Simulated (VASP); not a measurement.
Set up this calculation in VASP 6.6.1, as the native input.

| Quantity | Value |
| --- | --- |
| Task | relaxation of cell and atoms |
| Functional | r2SCAN |
| Potentials or basis | VASP PAW PBE potentials, release 64 (Ir) |
| Cutoff | 600 eV |
| k mesh | 18 × 18 × 10 |
| Occupations | gaussian, width 0.1 eV |
| Spin | no spin polarisation |
| Further INCAR settings | ALGO = Normal; EDIFF = 1e-07; IBRION = 2; EDIFFG = -0.005; NSW = 90; ISIF = 3 |

The structure of Ir lies in POSCAR:

```
Ir
1.0
    2.7181147100      0.0000000000      0.0000000000
   -1.3590573500      2.3539563900      0.0000000000
    0.0000000000      0.0000000000      4.4386813200
Ir
2
Direct
    0.3333333300      0.6666666700      0.2500000000
    0.6666666700      0.3333333300      0.7500000000
```

This isn't the form of Ir at room conditions, which is fcc.

The input as run:

INCAR

```
PREC = Accurate
ENCUT = 600
EDIFF = 1E-7
ISMEAR = 0
SIGMA = 0.1
LREAL = False
LASPH = True
NELM = 80
ALGO = Normal
ISIF = 3
LWAVE = False
LCHARG = False
METAGGA = R2SCAN
LMIXTAU = True
IBRION = 2
NSW = 90
EDIFFG = -0.005
```

KPOINTS

```
Automatic mesh
0
Gamma
  18 18 10
```

Potentials or basis: VASP PAW PBE potentials, release 64 (Ir).

The run is started by

```sh
$ cat potpaw_PBE.64/Ir/POTCAR > POTCAR
$ mpirun -np 1 vasp_std > vasp.out
```

Results of the run:

- Relaxed volume: 14.36 Å³/atom
- Relaxed cell: a = 2.735 Å, b = 2.735 Å, c = 4.432 Å, α = 90.00°, β = 90.00°, γ = 120.00°
- Space group after relaxing (to 0.05 Å): P6_3/mmc (No. 194)
- Energy gained by relaxing: 2.6 meV/atom
- Ionic steps: 6
- Pressure after relaxing: 0.0 GPa
- Band gap on the k mesh: none (metal or under the smearing width)

Caveat: the PAW data sets were made with another functional, which shifts forces and pressure a little.

Wall time 13 min on 1 thread of Intel(R) Xeon(R) Platinum 8488C (Sapphire Rapids), with other jobs on the host, peak memory 0.25 GiB.
